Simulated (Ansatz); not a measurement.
Rocksalt SnSe was relaxed with r2SCAN, strained in 2 ways (changes of length per length), its atoms relaxed again with r2SCAN, and run with PBE in Ansatz 0.2.0. No spin polarisation and no zero-point or thermal motion; the cell was built from a prototype and may be hypothetical.

Biaxial +1.63 % in x and y, z held. Input:
```yaml
crystal:
  lattice:
    - [0.0, 3.0510475958, 3.0021131514]
    - [3.0510475958, 0.0, 3.0021131514]
    - [3.0510475958, 3.0510475958, 0.0]
  atoms:
    - { symbol: Sn, position: [0.0, 0.0, 0.0] }
    - { symbol: Se, position: [0.5, 0.5, 0.5] }
kpoints:
  mp_grid: { grid: [8, 8, 8] }
  band_path:
    path:
      - [0.0, 0.0, 0.0]
      - [0.5, 0.0, 0.5]
      - [0.625, 0.25, 0.625]
      - [0.375, 0.375, 0.75]
      - [0.5, 0.5, 0.5]
      - [0.5, 0.25, 0.75]
      - [0.5, 0.475, 0.525]
      - [-0.039714, 0.01237, 0.481364]
      - [-0.051758, -0.034912, 0.479167]
    npoints: 1
hamiltonian:
  xc: pbe
scf:
  occupations: { method: fermi_dirac, width: 0.02 }
  n_extra_bands: 4
output:
  forces: true
  stress: true
  eigenvalues: true
```

Main results, then levels in eV from the Fermi energy at the points of the path (names of the unstrained zone, bands numbered from 0):
```
Crystal: 2 atoms, lattice volume = 55.893 Å³
Basis set: ecut = 420 eV, 1067 PW (Γ)
Symmetry: 16 space group operations
Space group: I4/mmm (ITA 139)
k-points: 59 of 512
Free energy (F): -11494.160618 eV
Fermi energy:    8.981466 eV
--- Stress (GPa, compression-positive) ---
       -0.862405       0.000000       0.000000
        0.000000      -0.862405       0.000000
        0.000000       0.000000       0.931630
  P = ⅓ Tr σ = -0.2644 GPa (-2.644 kbar)
```
```tsv
point	band_10	band_11	band_12	band_13	band_14	band_15	band_16	band_17
Γ	-13.961	-5.397	-2.479	-2.323	-2.323	3.849	3.849	4.226
X	-12.848	-6.235	-5.540	-3.853	-3.674	2.877	4.795	5.181
U	-12.842	-7.192	-5.139	-3.297	-2.647	2.897	3.340	4.896
K	-12.811	-7.162	-5.189	-3.341	-2.740	2.908	3.276	4.963
L	-13.083	-8.180	-2.149	-2.123	-0.241	0.241	0.973	1.058
W	-12.794	-7.067	-4.852	-4.810	-1.112	1.197	4.410	4.565
(1/2,0.475,0.525)	-13.076	-8.163	-2.289	-2.179	-0.103	-0.060	1.056	1.396
(-0.040,0.012,0.481)	-13.077	-8.158	-2.337	-2.166	-0.074	-0.073	1.102	1.383
(-0.052,-0.035,0.479)	-13.076	-8.158	-2.305	-2.186	-0.090	-0.090	1.044	1.459
```

PBE gives no gap: the lowest nominally empty band dips 0.02 eV below the top of the last filled one (its bottom at k = (-0.052, -0.035, 0.479), the top at k = (-0.040, 0.012, 0.481)), so the cell is a metal or semimetal at this level. The mean pressure at these positions is -0.26 GPa, compression counted positive.

Isotropic -5.69 % on every length. These blocks change:
```yaml
crystal:
  lattice:
    - [0.0, 2.8312929131, 2.8312929131]
    - [2.8312929131, 0.0, 2.8312929131]
    - [2.8312929131, 2.8312929131, 0.0]
  atoms:
    - { symbol: Sn, position: [0.0, 0.0, 0.0] }
    - { symbol: Se, position: [0.5, 0.5, 0.5] }
kpoints:
  mp_grid: { grid: [8, 8, 8] }
  band_path:
    path:
      - [0.0, 0.0, 0.0]
      - [0.5, 0.0, 0.5]
      - [0.625, 0.25, 0.625]
      - [0.375, 0.375, 0.75]
      - [0.5, 0.5, 0.5]
      - [0.5, 0.25, 0.75]
      - [0.5, 0.475, 0.525]
      - [0.0, 0.195964, -0.195313]
      - [-0.079997, -0.041097, 0.463298]
    npoints: 1
```

```
Crystal: 2 atoms, lattice volume = 45.393 Å³
Basis set: ecut = 420 eV, 893 PW (Γ)
Symmetry: 48 space group operations
Space group: Fm-3m (ITA 225)
k-points: 29 of 512
Free energy (F): -11493.760669 eV
Fermi energy:    12.529225 eV
--- Stress (GPa, compression-positive) ---
       15.260759       0.000000       0.000000
        0.000000      15.260759       0.000000
        0.000000       0.000000      15.260759
  P = ⅓ Tr σ = 15.2608 GPa (152.608 kbar)
```
```tsv
point	band_10	band_11	band_12	band_13	band_14	band_15	band_16	band_17
Γ	-15.807	-4.894	-3.281	-3.281	-3.281	4.508	4.508	4.508
X	-13.914	-7.381	-6.597	-5.106	-5.106	1.819	5.925	5.925
U	-13.935	-8.281	-6.884	-4.522	-3.309	2.952	3.628	5.057
K	-13.935	-8.281	-6.884	-4.522	-3.309	2.952	3.628	5.057
L	-14.421	-9.666	-2.977	-2.977	-0.680	0.562	0.562	0.846
W	-13.879	-8.071	-6.446	-6.446	-1.234	1.119	4.453	4.453
(1/2,0.475,0.525)	-14.409	-9.645	-3.178	-3.033	-0.508	0.024	0.650	1.461
(0,0.196,-0.195)	-14.915	-8.128	-4.831	-2.812	-0.146	0.335	1.120	3.589
(-0.080,-0.041,0.463)	-14.392	-9.610	-3.437	-3.124	-0.313	-0.312	0.802	1.922
```

PBE gives no gap: the lowest nominally empty band dips 0.17 eV below the top of the last filled one (its bottom at k = (-0.080, -0.041, 0.463), the top at Γ–K (0.52 of the way from Γ)), so the cell is a metal or semimetal at this level. The mean pressure is +15.26 GPa (compression positive), so PBE would enlarge the cell's volume.

Spin-orbit coupling is left out, which matters wherever the heavy atoms make up the band edges.
